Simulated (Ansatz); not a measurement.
**CaF2 (Fm-3m) under pressure**

```yaml
crystal:
  lattice:
    - [2.71945, 2.71945, 0.00000]
    - [-2.71945, 2.71945, 0.00000]
    - [0.00000, 2.71945, 2.71945]
  atoms:
    - { symbol: Ca, position: [0.00000, 0.00000, 0.00000] }
    - { symbol: F, position: [0.25000, 0.75000, 0.50000] }
    - { symbol: F, position: [0.75000, 0.25000, 0.50000] }
```

This is the zero-pressure cell under r²SCAN. Cell and atoms are relaxed by PAW (default files of Ansatz 0.2.0, cutoff 500 eV, stress met within about 0.05 GPa) at each pressure, in this structure whether or not another phase would take over; P is the pressure reached, less that of this cell. Levels come from r²SCAN, PAW on Ansatz 0.2.0's default frozen-core files (fitted under PBE), scalar-relativistic; k mesh 8×8×8, fixed occupations, cutoff 500 eV. Conduction levels are in eV over the valence top (at X), at fixed fractional wave vectors. Zone-centre phonons come from finite displacements by PAW, without the LO-TO term.

```tsv
P (GPa)	V/V₀	Γ	X	L	T1u TO (cm⁻¹)	T2g (cm⁻¹)
-2.02	1.0240	7.891	8.721	10.132	246.2	315.9
0.00	1.0000	8.033	8.789	10.240	262.2	328.0
2.01	0.9788	8.162	8.850	10.336	276.7	339.1
3.98	0.9602	8.281	8.904	10.422	289.8	349.4
6.99	?	?	?	?	?	?
9.99	0.9132	8.598	9.044	10.643	324.6	377.3
14.99	0.8817	8.827	9.139	10.796	349.6	397.8
```

Task: Fit the third-order Birch-Murnaghan equation to the rows shown.

Result: With f = [(V₀/V)^(2/3) − 1]/2, the normalised pressure F = P/[3f(1 + 2f)^(5/2)] is 89.1 GPa at f = -0.0079, 90.1 GPa at f = 0.0072, 90.5 GPa at f = 0.0137, 91.7 GPa at f = 0.0312, 92.5 GPa at f = 0.0438. The line F = B₀[1 + (3/2)(B′ − 4)f] gives B₀ = 89.6 GPa and B′ = 4.5.

Task: What are the volume deformation potentials and pressure coefficients of these levels at zero pressure?

Result: 

```csv
level,dE/dlnV (eV),dE/dP = −(dE/dlnV)/B₀ (meV/GPa),mean slope up to 2.0 GPa (meV/GPa)
Γ,-6.01,67.1,64.4
X,-2.87,32.0,30.3
L,-4.51,50.4,47.8
```

dE/dlnV is the slope of a cubic fit in ln V at V₀. The last column is read from two rows and shows how the slope bends with pressure.

Task: What mode Grüneisen parameters follow?

Result: γ = −d ln ω/d ln V at V₀ from a quadratic fit in ln V: T1u 2.57, T2g 1.57.

Task: What belongs in the row at 6.99 GPa?

Result: The fits give V/V₀ = 0.9352 and Γ = 8.446 eV. Computed: V/V₀ = 0.9352, Γ = 8.446, X = 8.978, L = 10.539, T1u TO (cm⁻¹) = 308.1, T2g (cm⁻¹) = 363.9.

Limits of these numbers: no other phase was computed; many crystals of this kind change structure within this range, and rows or crossings beyond such a change describe a metastable lattice; frozen-core PAW files fitted under PBE, their cores solved anew for the functional of the run; semilocal gaps are low, and the spacing of valleys can be off by tenths of an eV; levels are read at fixed fractional k, so an edge that moves off these points is missed.
